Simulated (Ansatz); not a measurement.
# MgO (P-6m2) in Ansatz: settings compared

Aim: see how the results for MgO move with the level of theory and the settings. Levels: PBEsol+D3(BJ), LDA. Tasks: band structure, single point, equation of state.

All numbers are computed with Ansatz 0.2.0; they aren't measurements. Logs are shortened: lines on timing, memory, paths and dates and some standing lists are left out, and cuts for length are marked.

## Step 1: The structure

Symmetry: P-6m2, No. 187, hexagonal system. Conventional cell: a = 2.938 Å, b = 2.938 Å, c = 2.680 Å, α = 90.00°, β = 90.00°, γ = 120.00°. Mg (site symmetry -6m2) has 6 O at 2.16 Å as nearest neighbours. O (site symmetry -6m2) is surrounded by 6 Mg at 2.16 Å.

Measurements of this composition are mostly on another form, of space group No. 225.

## Step 2: Band structure, PBEsol+D3(BJ)

input.yaml reads:

```yaml
crystal:
  lattice:
    - [2.9380209034, 0.0, 0.0]
    - [-1.4690104517, 2.5444007392, 0.0]
    - [0.0, 0.0, 2.67968]
  atoms:
    - { symbol: Mg, position: [0.0, 0.0, 0.0] }
    - { symbol: O, position: [0.3333333333, 0.6666666667, 0.5] }
kpoints:
  mp_grid: { grid: [10, 10, 10] }
  band_path:
    path:
      - [0.0, 0.0, 0.0]
      - [0.5, 0.0, 0.0]
      - [0.3333333333, 0.3333333333, 0.0]
      - [0.0, 0.0, 0.0]
      - [0.0, 0.0, 0.5]
      - [0.5, 0.0, 0.5]
      - [0.3333333333, 0.3333333333, 0.5]
      - [0.0, 0.0, 0.5]
    npoints: 10
scf:
  occupations: { method: fermi_dirac, width: 0.05 }
hamiltonian:
  xc: pbesol
  dispersion: d3bj
  pseudopotentials: { kind: all_electron, lapw: { basis_error: 0.001 } }
output:
  forces: true
  stress: true
  eigenvalues: true
```

Potentials or basis: all-electron LAPW, scalar-relativistic.

Launch:

```console
> ansatz run input.yaml --threads 1 --pin off --max-ram 3072MiB --backend cpu --events-out ev --progress --plain --runs-dir out
```

Output:

```text
Warning: RAYON_NUM_THREADS=1 ignored (pool sized by the plan → 1); use --threads N
LAPW: plane waves up to 8.796 Å⁻¹, error target 1.0e-3 eV per atom; small_component_spin mean_spin; O in spheres of 1.064 Å, 6 of its electrons in bands, Dirac shells []; Mg in spheres of 1.097 Å, 10 of its electrons in bands, Dirac shells [] (how accurate: hamiltonian.pseudopotentials.lapw.basis_error, Limitations)
Engine: ansatz 0.2.0, x86_64-unknown-linux-gnu
Pseudopotentials: kind: all_electron
Pseudopotential: Mg, LAPW, valence charge 10, lapw/all_electron/scalar/gaussian/Mg, Koelling and Harmon's equation, gaussian nucleus
Pseudopotential: O, LAPW, valence charge 6, lapw/all_electron/scalar/gaussian/O, Koelling and Harmon's equation, gaussian nucleus
Functional definition: PBEsol
  exchange = pbesol_x
  correlation = pbesol_c
Crystal: 2 atoms, lattice volume = 20.032 Å³
Basis set: ecut = 294.79339559789173 eV, 229 PW (Γ), exchange–correlation at level 2
Bands: 12, of which v1, the nominal top of the filled ones, is band 8 counted from 1 (7 counted from 0)
Symmetry: 12 space group operations
Space group: P-6m2 (ITA 187), of the structure as read, at distance tolerance 2.7e-5 Å
k-points: 84 of 1000 (time reversal used)
Non-local potential: Mg, projectors of the file, none
Non-local potential: O, projectors of the file, none
Initial density: superposition of atomic densities (chi_scale 0.1, normalization cell, long waves kept (reshape's long-wave potential 0.00 eV rms))
Initial wavefunctions: plane waves of lowest kinetic energy (no species holds an atomic orbital)
Functional: x = pbesol(κ = 0.804, μ = 0.12345679012345678), c = pbesol(β = 0.046)
iter 1 solved again at ethr=1.51e-2 eV; its pass at ethr=1.00e-1 eV (dr2=2.42e0 eV) is discarded
SCF iter   1: F=—  HF=-7485.812967 eV  |F-HF|=—  |Δ(HF+E_count)|=         —  Δρ=9.91e-2  dr2=2.42e0  ethr=1.51e-2  ⟨swp⟩=2.0  Hψ=6975  notcnv=0
preconditioner: auto → none  [insulator: Δε(μ)=5.287 eV  Ē_g=19.420 eV  σ=0.050 eV  W_gap=1.00  n_scr=8 (ndim 8)  ℏωp=23.5 eV  f_vac=0.000  D(μ)=0.00/eV (n_scr^D=0)  ε∞_Penn≈2.5]
iter 2 solved again at ethr=4.12e-4 eV; its pass at ethr=1.51e-2 eV (dr2=6.58e-2 eV) is discarded
SCF iter   2: F=—  HF=-7484.575000 eV  |F-HF|=—  |Δ(HF+E_count)|=    1.24e0  Δρ=2.29e-2  dr2=6.56e-2  ethr=4.12e-4  ⟨swp⟩=2.5  Hψ=5514  notcnv=0
SCF iter   3: F=—  HF=-7484.203045 eV  |F-HF|=—  |Δ(HF+E_count)|=   3.72e-1  Δρ=1.57e-2  dr2=6.50e-2  ethr=4.10e-4  ⟨swp⟩=3.0  Hψ=3409  notcnv=0
SCF iter   4: F=—  HF=-7484.188755 eV  |F-HF|=—  |Δ(HF+E_count)|=         —  Δρ=8.81e-4  dr2=1.43e-4  ethr=4.06e-4  ⟨swp⟩=2.0  Hψ=3024  notcnv=0
the basis was enlarged: its passes take 288.9 KiB over the memory plan, 1 of 1 planned eigensolver slots
SCF iter   5: F=—  HF=-7484.188642 eV  |F-HF|=—  |Δ(HF+E_count)|=   1.12e-4  Δρ=9.99e-5  dr2=8.09e-7  ethr=8.93e-7  ⟨swp⟩=2.4  Hψ=2727  notcnv=0
SCF iter   6: F=—  HF=-7484.188643 eV  |F-HF|=—  |Δ(HF+E_count)|=   5.09e-7  Δρ=1.38e-5  dr2=2.64e-8  ethr=5.06e-9  ⟨swp⟩=3.0  Hψ=2992  notcnv=0
SCF iter   7: F=-7484.188643 eV  HF=-7484.188643 eV  |F-HF|=2.26e-10  |Δ(HF+E_count)|=   2.92e-7  Δρ=3.82e-6  dr2=1.83e-9  ethr=1.65e-10  ⟨swp⟩=2.0  Hψ=2689  notcnv=0
SCF 1 converged in 7 iterations: F = -7484.188643 eV  dr2 = 1.83e-9
NSCF: frozen V_eff on 71 k-points
SCF converged after 7 iterations
Free energy (F): -7484.188643 eV
Harris-Foulkes:  -7484.188643 eV  (|F-HF|=2.26e-10)
Internal energy: -7484.188643 eV  (E = F + TS)
E sigma→0 (E₀):  -7484.188643 eV
Fermi energy:    9.077570 eV
--- Per-component energies (eV) ---
  E_band       = -310.320611
  E_kinetic    = 7483.634227
  E_xc         = -663.860982
  E_electrostatic = -14303.498419  (all electrons and nuclei)
  E_disp       = -0.463468  (pairwise vdW)
  E_smearing   = -0.000000  (= −TS)
  E_closure    = 0.000000  (closes the sum)
  E_atoms      = -7471.950774  (free atoms, spherical and without spin; not in F)
  Σ components = -7484.188643   (vs F -7484.188643, Δ=0.00e0)
  Basis errors (estimates in eV, not in F): energy 3.6e-4 per atom: plane waves 3.2e-4 (1.8e-4 summed), levels above the bands 7.3e-120, relativity 5.2e-8, radial functions 4.0e-5, core shells 1.6e-6; eigenvalues (radial functions only) 1.2e-5; not estimated: angular momenta, meshes, grids; target (lapw.basis_error) 1.0e-3; muffin-tin radii O 1.064 Å, Mg 1.097 Å
--- Forces (eV/Å), atoms counted from 1 ---
  atom   1  Mg    -0.00000000    -0.00000000    -0.00000000
  atom   2  O      0.00000000     0.00000000    -0.00000000
  max |Σ_I F_I| component: 5.20e-17 eV/Å
--- Stress (GPa, compression-positive) ---
       -7.566726      -0.000000       0.000000
        0.000000      -7.566726       0.000000
        0.000000       0.000000      -7.729996
  P = ⅓ Tr σ = -7.6211 GPa (-76.211 kbar)
--- Band table (eV; the first three rows and the last of 84) ---
  k-point 0: bands = ["-65.4006", "-32.3342", "-32.3342", "-32.2783", "-9.8257", "6.9304", "6.9304", "7.1325", "10.4605", "19.2389", "22.9888", "22.9888"]
  k-point 1: bands = ["-65.3995", "-32.3332", "-32.3332", "-32.2898", "-9.7335", "6.3631", "6.9762", "6.9762", "11.0599", "19.3371", "23.1170", "23.1170"]
  k-point 2: bands = ["-65.3967", "-32.3304", "-32.3304", "-32.3199", "-9.4798", "4.9048", "7.0990", "7.0990", "12.1629", "19.2923", "23.4931", "23.4931"]
  k-point 83: bands = ["-65.3820", "-32.3789", "-32.3736", "-32.3607", "-7.9211", "3.9686", "4.7811", "5.3707", "13.7248", "18.1858", "20.7570", "21.9877"]
```

Run time: 13 s. Hardware: 1 thread of Intel Xeon at 2.70GHz, shared host; peak memory 0.3 GiB.

What came out:

- Free energy: -7484.1886 eV
- Pressure: -7.6 GPa
- Band gap on the k mesh: 2.93 eV, indirect (least direct gap 3.33 eV)
- Band gap along the path: 2.92 eV, indirect (least direct gap 3.33 eV)

Levels at the corners of the path, in eV from the valence-band top:
```tsv
point	band 4	band 5	band 6	band 7	band 8	band 9	band 10	band 11	band 12
Γ	-39.81	-17.36	-0.61	-0.61	-0.40	2.92	11.70	15.45	15.45
M	-39.81	-16.29	-4.93	-1.32	-0.05	6.47	10.47	12.95	17.70
K	-39.81	-16.15	-3.72	-3.71	0.00	8.34	11.21	11.42	19.31
Γ	-39.81	-17.36	-0.61	-0.61	-0.40	2.92	11.70	15.45	15.45
A	-39.86	-16.24	-5.40	-0.10	-0.10	8.16	8.93	17.43	17.43
L	-39.87	-15.54	-3.74	-3.38	-0.83	5.70	11.27	13.90	14.72
H	-39.90	-15.44	-3.53	-2.51	-2.49	6.21	10.44	13.31	14.58
A	-39.86	-16.24	-5.40	-0.10	-0.10	8.16	8.93	17.43	17.43
```

PBEsol gaps usually lie below the measured ones, often by a third to a half.

## Step 3: Single point, LDA, 9.42 Å³/atom (volume scaled by 0.94)

input.yaml reads:

```yaml
crystal:
  lattice:
    - [2.8780444641, 0.0, 0.0]
    - [-1.439022232, 2.4924596191, 0.0]
    - [0.0, 0.0, 2.6249773038]
  atoms:
    - { symbol: Mg, position: [0.0, 0.0, 0.0] }
    - { symbol: O, position: [0.3333333333, 0.6666666667, 0.5] }
kpoints:
  mp_grid: { grid: [10, 10, 10] }
scf:
  occupations: { method: gaussian, width: 0.05 }
hamiltonian:
  xc: lda
  pseudopotentials: { kind: all_electron, lapw: { basis_error: 0.001 } }
output:
  forces: true
  stress: true
  eigenvalues: true
```

Potentials or basis: all-electron LAPW, scalar-relativistic.

Launch:

```console
> ansatz run input.yaml --threads 1 --pin off --max-ram 3072MiB --backend cpu --events-out ev --progress --plain --runs-dir out
```

Output:

```text
Warning: RAYON_NUM_THREADS=1 ignored (pool sized by the plan → 1); use --threads N
LAPW: plane waves up to 9.006 Å⁻¹, error target 1.0e-3 eV per atom; small_component_spin mean_spin; O in spheres of 1.040 Å, 8 of its electrons in bands, Dirac shells []; Mg in spheres of 1.077 Å, 10 of its electrons in bands, Dirac shells [] (how accurate: hamiltonian.pseudopotentials.lapw.basis_error, Limitations)
[... 3 set-up lines as earlier in the session ...]
Pseudopotential: O, LAPW, valence charge 8, lapw/all_electron/scalar/gaussian/O, Koelling and Harmon's equation, gaussian nucleus
Functional definition: SPW92
  exchange = slater_x
  correlation = pw_c
Crystal: 2 atoms, lattice volume = 18.830 Å³
Basis set: ecut = 309.0428391208284 eV, 229 PW (Γ), exchange–correlation at level 2
Bands: 13, of which v1, the nominal top of the filled ones, is band 9 counted from 1 (8 counted from 0)
[... 2 set-up lines as earlier in the session ...]
k-points: 84 of 1000 (time reversal used)
[... 4 set-up lines as earlier in the session ...]
Functional: x = slater, c = lda
iter 1 solved again at ethr=1.41e-2 eV; its pass at ethr=1.00e-1 eV (dr2=2.54e0 eV) is discarded
SCF iter   1: F=—  HF=-7469.752418 eV  |F-HF|=—  |Δ(HF+E_count)|=         —  Δρ=1.07e-1  dr2=2.54e0  ethr=1.41e-2  ⟨swp⟩=2.0  Hψ=7273  notcnv=0
preconditioner: auto → none  [insulator: Δε(μ)=5.937 eV  Ē_g=20.073 eV  σ=0.050 eV  W_gap=1.00  n_scr=8 (ndim 8)  ℏωp=24.2 eV  f_vac=0.000  D(μ)=0.00/eV (n_scr^D=0)  ε∞_Penn≈2.5]
iter 2 solved again at ethr=3.59e-4 eV; its pass at ethr=1.41e-2 eV (dr2=6.46e-2 eV) is discarded
SCF iter   2: F=—  HF=-7468.386877 eV  |F-HF|=—  |Δ(HF+E_count)|=    1.37e0  Δρ=2.42e-2  dr2=6.45e-2  ethr=3.59e-4  ⟨swp⟩=2.3  Hψ=5866  notcnv=0  defer=3
SCF iter   3: F=—  HF=-7468.013933 eV  |F-HF|=—  |Δ(HF+E_count)|=   3.73e-1  Δρ=1.63e-2  dr2=6.31e-2  ethr=3.58e-4  ⟨swp⟩=3.0  Hψ=3631  notcnv=0
SCF iter   4: F=—  HF=-7467.992400 eV  |F-HF|=—  |Δ(HF+E_count)|=         —  Δρ=1.10e-3  dr2=2.12e-4  ethr=3.51e-4  ⟨swp⟩=2.0  Hψ=3232  notcnv=0
the basis was enlarged: its passes take 54.6 KiB over the memory plan, 1 of 1 planned eigensolver slots
SCF iter   5: F=—  HF=-7467.992220 eV  |F-HF|=—  |Δ(HF+E_count)|=   1.80e-4  Δρ=1.16e-4  dr2=7.90e-7  ethr=1.18e-6  ⟨swp⟩=2.4  Hψ=2977  notcnv=0
SCF iter   6: F=—  HF=-7467.992219 eV  |F-HF|=—  |Δ(HF+E_count)|=   1.03e-6  Δρ=1.65e-5  dr2=2.54e-8  ethr=4.39e-9  ⟨swp⟩=3.0  Hψ=3198  notcnv=0
SCF iter   7: F=-7467.992218 eV  HF=-7467.992218 eV  |F-HF|=3.37e-10  |Δ(HF+E_count)|=   3.37e-7  Δρ=2.72e-6  dr2=6.20e-10  ethr=1.41e-10  ⟨swp⟩=2.0  Hψ=2944  notcnv=0
SCF 1 converged in 7 iterations: F = -7467.992218 eV  dr2 = 6.20e-10
SCF converged after 7 iterations
Free energy (F): -7467.992218 eV
Harris-Foulkes:  -7467.992218 eV  (|F-HF|=3.37e-10)
Internal energy: -7467.992218 eV  (E = F + TS)
E sigma→0 (E₀):  -7467.992218 eV
Fermi energy:    9.751984 eV
--- Per-component energies (eV) ---
  E_band       = -1284.190325
  E_kinetic    = 7461.421215
  E_xc         = -648.078294
  E_electrostatic = -14281.335140  (all electrons and nuclei)
  E_smearing   = -0.000000  (= −TS)
  E_closure    = 0.000000  (closes the sum)
  E_atoms      = -7455.442957  (free atoms, spherical and without spin; not in F)
  Σ components = -7467.992218   (vs F -7467.992218, Δ=0.00e0)
  Basis errors (estimates in eV, not in F): energy 3.7e-4 per atom: plane waves 3.4e-4 (1.9e-4 summed), levels above the bands 0.0e0, relativity 4.7e-9, radial functions 3.0e-5, core shells 4.8e-12; eigenvalues (radial functions only) 1.3e-5; not estimated: angular momenta, meshes, grids; target (lapw.basis_error) 1.0e-3; muffin-tin radii O 1.040 Å, Mg 1.077 Å
--- Forces (eV/Å), atoms counted from 1 ---
  atom   1  Mg    -0.00000000    -0.00000000     0.00000000
  atom   2  O      0.00000000     0.00000000     0.00000000
  max |Σ_I F_I| component: 2.08e-17 eV/Å
--- Stress (GPa, compression-positive) ---
       -0.985836       0.000000       0.000000
        0.000000      -0.985836       0.000000
        0.000000       0.000000       0.007901
  P = ⅓ Tr σ = -0.6546 GPa (-6.546 kbar)
--- Band table (eV; the first three rows and the last of 84) ---
  k-point 0: bands = ["-491.5554", "-64.3066", "-31.7039", "-31.7039", "-31.6445", "-9.4578", "7.3924", "7.3924", "7.6259", "11.4664", "19.8834", "23.8668", "23.8668"]
  k-point 1: bands = ["-491.5554", "-64.3051", "-31.7025", "-31.7025", "-31.6591", "-9.3532", "6.8419", "7.4416", "7.4416", "12.0480", "20.0371", "23.9909", "23.9909"]
  k-point 2: bands = ["-491.5554", "-64.3013", "-31.6989", "-31.6989", "-31.6974", "-9.0640", "5.3092", "7.5733", "7.5733", "13.1463", "20.1233", "24.3540", "24.3540"]
  k-point 83: bands = ["-491.5554", "-64.2807", "-31.7706", "-31.7546", "-31.7377", "-7.2663", "4.2451", "5.0903", "5.7128", "14.3442", "19.1221", "21.8221", "22.9738"]
```

It took 12 s on 1 thread of Intel Xeon at 2.70GHz, shared host; peak memory 0.3 GiB.

Results:

* Free energy: -7467.9922 eV
* Pressure: -0.7 GPa
* Band gap on the k mesh: 3.43 eV, indirect (least direct gap 3.84 eV)

## Step 4: Single point, LDA, 9.62 Å³/atom (volume scaled by 0.96)

Changes to input.yaml since step 3:

```diff
@@ -2,5 +2,5 @@
   lattice:
-    - [2.8780444641, 0.0, 0.0]
-    - [-1.439022232, 2.4924596191, 0.0]
-    - [0.0, 0.0, 2.6249773038]
+    - [2.8983130506, 0.0, 0.0]
+    - [-1.4491565253, 2.51001273, 0.0]
+    - [0.0, 0.0, 2.6434636685]
   atoms:
```

Launch:

```console
> ansatz run input.yaml --threads 1 --pin off --max-ram 3072MiB --backend cpu --events-out ev --progress --plain --runs-dir out
```

Run time: 14 s. Hardware: 1 thread of Intel Xeon at 2.70GHz, shared host; peak memory 0.3 GiB.

It converged, with:

| Property | Result |
| --- | --- |
| Free energy | -7467.9866 eV |
| Pressure | -3.8 GPa |
| Band gap on the k mesh | 3.26 eV, indirect (least direct gap 3.67 eV) |

## Step 5: Single point, LDA, 9.82 Å³/atom (volume scaled by 0.98)

Changes to input.yaml since step 4:

```diff
@@ -2,5 +2,5 @@
   lattice:
-    - [2.8983130506, 0.0, 0.0]
-    - [-1.4491565253, 2.51001273, 0.0]
-    - [0.0, 0.0, 2.6434636685]
+    - [2.9183020482, 0.0, 0.0]
+    - [-1.4591510241, 2.5273237096, 0.0]
+    - [0.0, 0.0, 2.6616950286]
   atoms:
```

Launch:

```console
> ansatz run input.yaml --threads 1 --pin off --max-ram 3072MiB --backend cpu --events-out ev --progress --plain --runs-dir out
```

Run time: 14 s. Hardware: 1 thread of Intel Xeon at 2.70GHz, shared host; peak memory 0.3 GiB.

The run converged. Its results:

* Free energy: -7467.9734 eV
* Pressure: -6.6 GPa
* Band gap on the k mesh: 3.11 eV, indirect (least direct gap 3.51 eV)

## Step 6: Single point, LDA, 10.02 Å³/atom

Changes to input.yaml since step 5:

```diff
@@ -2,5 +2,5 @@
   lattice:
-    - [2.9183020482, 0.0, 0.0]
-    - [-1.4591510241, 2.5273237096, 0.0]
-    - [0.0, 0.0, 2.6616950286]
+    - [2.9380209034, 0.0, 0.0]
+    - [-1.4690104517, 2.5444007392, 0.0]
+    - [0.0, 0.0, 2.67968]
   atoms:
```

Potentials or basis: all-electron LAPW, scalar-relativistic.

Launch:

```console
> ansatz run input.yaml --threads 1 --pin off --max-ram 3072MiB --backend cpu --events-out ev --progress --plain --runs-dir out
```

Wall time 9.9 s (1 thread of Intel Xeon at 2.70GHz, shared host); peak memory 0.29 GiB.

Results (log left out):

```
Free energy            : -7467.9535 eV
Pressure               : -9.2 GPa
Band gap on the k mesh : 2.96 eV, indirect (least direct gap 3.35 eV)
```

## Step 7: Single point, LDA, 10.22 Å³/atom (volume scaled by 1.02)

Changes to input.yaml since step 6:

```diff
@@ -2,5 +2,5 @@
   lattice:
-    - [2.9380209034, 0.0, 0.0]
-    - [-1.4690104517, 2.5444007392, 0.0]
-    - [0.0, 0.0, 2.67968]
+    - [2.9574785625, 0.0, 0.0]
+    - [-1.4787392813, 2.5612515663, 0.0]
+    - [0.0, 0.0, 2.6974267424]
   atoms:
```

Launch:

```console
> ansatz run input.yaml --threads 1 --pin off --max-ram 3072MiB --backend cpu --events-out ev --progress --plain --runs-dir out
```

Wall time 13 s (1 thread of Intel Xeon at 2.70GHz, shared host); peak memory 0.29 GiB.

Results (log left out):

```yaml
Free_energy: -7467.9277 eV
Pressure: -11.5 GPa
Band_gap_on_the_k_mesh: 2.81 eV, indirect (least direct gap 3.20 eV)
```

## Step 8: Single point, LDA, 10.42 Å³/atom (volume scaled by 1.04)

Changes to input.yaml since step 7:

```diff
@@ -2,5 +2,5 @@
   lattice:
-    - [2.9574785625, 0.0, 0.0]
-    - [-1.4787392813, 2.5612515663, 0.0]
-    - [0.0, 0.0, 2.6974267424]
+    - [2.9766835069, 0.0, 0.0]
+    - [-1.4883417534, 2.577883536, 0.0]
+    - [0.0, 0.0, 2.7149429912]
   atoms:
```

Launch:

```console
> ansatz run input.yaml --threads 1 --pin off --max-ram 3072MiB --backend cpu --events-out ev --progress --plain --runs-dir out
```

Wall time 9.1 s (1 thread of Intel Xeon at 2.70GHz, shared host); peak memory 0.29 GiB.

The run converged. Its results:

| Property | Result |
| --- | --- |
| Free energy | -7467.8964 eV |
| Pressure | -13.5 GPa |
| Band gap on the k mesh | 2.67 eV, indirect (least direct gap 3.06 eV) |

## Step 9: Single point, LDA, 10.62 Å³/atom (volume scaled by 1.06)

Changes to input.yaml since step 8:

```diff
@@ -2,5 +2,5 @@
   lattice:
-    - [2.9766835069, 0.0, 0.0]
-    - [-1.4883417534, 2.577883536, 0.0]
-    - [0.0, 0.0, 2.7149429912]
+    - [2.9956437857, 0.0, 0.0]
+    - [-1.4978218928, 2.5943036191, 0.0]
+    - [0.0, 0.0, 2.732236088]
   atoms:
```

Potentials or basis: all-electron LAPW, scalar-relativistic.

Launch:

```console
> ansatz run input.yaml --threads 1 --pin off --max-ram 3072MiB --backend cpu --events-out ev --progress --plain --runs-dir out
```

Wall time 10 s (1 thread of Intel Xeon at 2.70GHz, shared host); peak memory 0.29 GiB.

Results (log left out):

```yaml
Free_energy: -7467.8602 eV
Pressure: -15.3 GPa
Band_gap_on_the_k_mesh: 2.54 eV, indirect (least direct gap 2.92 eV)
```

## Step 10: Equation of state, LDA

Potentials or basis: all-electron LAPW, scalar-relativistic.

No new run: the results of the series are fitted here.

Results:

```yaml
Equilibrium_volume: "9.38 Å³/atom (rough: see the caveat)"
Bulk_modulus_at_fixed_shape_and_positions: 159 GPa (rough)
```

Energy against volume, from the lowest point:
| volume (Å³/atom) | energy (meV/atom) |
| --- | --- |
| 9.415 | 0.00 |
| 9.615 | 2.83 |
| 9.816 | 9.41 |
| 10.016 | 19.35 |
| 10.216 | 32.28 |
| 10.417 | 47.92 |
| 10.617 | 66.00 |

Caveat: the minimum lies outside the volumes run; the cell was scaled at fixed shape and fractional positions, which overstates the stiffness of a crystal with free parameters, most of all of layers and chains.
